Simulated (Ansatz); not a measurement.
# PbI2: the cost of one run

Program: Ansatz 0.2.0. G0W0, plane waves. Computed at 0 K without zero-point motion; spin polarisation is off.

## Step 1: The cell

The cell was relaxed beforehand with r2SCAN+rVV10.

Space group P-3m1 (No. 164), trigonal; a = 4.566 Å, c = 7.041 Å in the conventional setting, 42.37 Å³ an atom. Pb has 6 I at 3.24 Å; I has 3 Pb at 3.24 Å.

As a file:

```
Pb I
1.0
     4.56573    0.00000    0.00000
    -2.28286    3.95403    0.00000
     0.00000    0.00000    7.04108
Pb I
1 2
Cartesian
  0.0000 0.0000 0.0000
  0.0000 2.6360 1.8784
  2.2829 1.3180 5.1627
```

## Step 2: 206 empty bands, 80 eV

input.yaml

```yaml
crystal:
  lattice:
    - [4.5657260587, 0.0, 0.0]
    - [-2.2828630293, 3.9540347535, 0.0]
    - [0.0, 0.0, 7.041082079]
  atoms:
    - { symbol: Pb, position: [0.0, 0.0, 0.0] }
    - { symbol: I, position: [0.3333333333, 0.6666666667, 0.2667794131] }
    - { symbol: I, position: [0.6666666667, 0.3333333333, 0.7332205869] }
kpoints:
  mp_grid: { grid: [6, 6, 2] }
hamiltonian:
  xc: pbe
scf:
  occupations: { method: fixed }
gw:
  n_empty_bands: 206
  ecut_chi: 80
  qp_bands: [v2, c2]
  qp_kpoints: band_edges
  screening: { model: contour_deformation }
```

Launch:

```sh
$ ansatz run input.yaml --threads 4 --pin off --max-ram 5529MiB --backend cpu --events-out ev --progress --plain --runs-dir out
```

What time and memory should one allow on 4 threads of Arm Neoverse N1, shared host?

About 2.2 min, with a peak of 0.83 GiB.
